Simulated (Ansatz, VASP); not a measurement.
**Cr in VASP and in Ansatz**

```
Cr
1.0
     0.00000    2.51758    2.51758
     2.51758    0.00000    2.51758
     2.51758    2.51758    0.00000
Cr
2
Direct
  0.12500 0.12500 0.12500
  0.87500 0.87500 0.87500
```

Alike in both runs: task single point; functional BLYP; k mesh 12 × 12 × 12; occupations fermi-dirac, width 0.1 eV; no spin polarisation.

|  | VASP | Ansatz |
| --- | --- | --- |
| version | VASP 6.6.1 | Ansatz 0.2.0 |
| potentials or method | VASP PAW PBE potentials, release 64 (Cr_pv) | plane waves (420 eV) with PAW, scalar-relativistic |
| plane-wave cutoff (eV) | 520 | 420 |
| valence electrons in the cell | 24 | 28 |

```tsv
	VASP	Ansatz	Ansatz less VASP
pressure (GPa)	9.4	9.0	-0.40
```

The two sets of potentials don't hold the same shells in valence.

Caveats: the PAW data sets were made with another functional, which shifts forces and pressure a little (VASP); the run has no spin polarisation, though such a crystal can be magnetic. Spin polarisation is off, so any magnetic state and its effect on volume and gap are missing.
